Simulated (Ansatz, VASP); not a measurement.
# Ag: VASP beside Ansatz

File POSCAR:

```
Ag
1.0
    0.0000000000     -3.2685352936      0.0000000000
   -3.2685352936      0.0000000000      0.0000000000
    0.0000000000      0.0000000000     -3.2685352936
Ag
2
Direct
    0.5000000000      0.5000000000      0.5000000000
    0.0000000000      0.0000000000      0.0000000000
```

Contents of INCAR.step1:

```
PREC     = Accurate       # precision mode
ENCUT    = 520            # plane-wave cutoff, eV
ISMEAR   = 0              # smearing method
SIGMA    = 0.15           # smearing width, eV
LREAL    = F              # projectors in reciprocal space
LASPH    = T              # aspherical terms in the spheres
NELM     = 100            # most SCF steps
NBANDS   = 18             # bands
GGA      = PE             # functional
ALGO     = Normal         # electronic algorithm
EDIFF    = 1E-4           # SCF threshold, eV
LWAVE    = T              # write WAVECAR
LCHARG   = F              # write CHGCAR
```

Contents of INCAR.step2:

```
PREC     = Accurate       # precision mode
ENCUT    = 520            # plane-wave cutoff, eV
EDIFF    = 1E-6           # SCF threshold, eV
ISMEAR   = 0              # smearing method
SIGMA    = 0.15           # smearing width, eV
LREAL    = F              # projectors in reciprocal space
LASPH    = T              # aspherical terms in the spheres
NELM     = 100            # most SCF steps
ALGO     = Normal         # electronic algorithm
ISIF     = 2              # what is computed and relaxed
LWAVE    = F              # write WAVECAR
LCHARG   = F              # write CHGCAR
METAGGA  = R2SCAN         # meta-GGA
LMIXTAU  = T            
NBANDS   = 18             # bands
ISTART   = 1
```

Contents of KPOINTS:

```
Automatic mesh
0
Gamma
  10 10 10
```

Input for Ansatz:

```yaml
crystal:
  lattice:
    - [0.0, -3.2685352936, 0.0]
    - [-3.2685352936, 0.0, 0.0]
    - [0.0, 0.0, -3.2685352936]
  atoms:
    - { symbol: Ag, position: [0.5, 0.5, 0.5] }
    - { symbol: Ag, position: [0.0, 0.0, 0.0] }
basis:
  ecutwfc: 500
kpoints:
  mp_grid: { grid: [10, 10, 10] }
hamiltonian:
  xc: r2scan
scf:
  occupations: { method: gaussian, width: 0.15 }
output:
  forces: true
  stress: true
  eigenvalues: true
  write_density: true
  write_potential: true
  elf: true
  volumetric_format: npy
```

Alike in both runs: task single point; functional r2SCAN; k mesh 10 × 10 × 10; occupations gaussian, width 0.15 eV; no spin polarisation.

|  | VASP | Ansatz |
| --- | --- | --- |
| version | VASP 6.6.1 | Ansatz 0.2.0 |
| potentials or method | VASP PAW PBE potentials, release 64 (Ag) | scalar-relativistic, plane waves, PAW |
| plane-wave cutoff (eV) | 520 | 500 |
| valence electrons in the cell | 22 | 38 |

|  | VASP | Ansatz | Ansatz less VASP |
| --- | --- | --- | --- |
| gap on the k mesh at the Fermi level (eV) | none | none | - |
| pressure (GPa) | -0.1 | -0.2 | -0.13 |

A gap of «none» marks a metal or a gap that the smearing closes. The two sets of potentials don't hold the same shells in valence.

Caveats: the PAW data sets were made with another functional, which shifts forces and pressure a little (VASP).
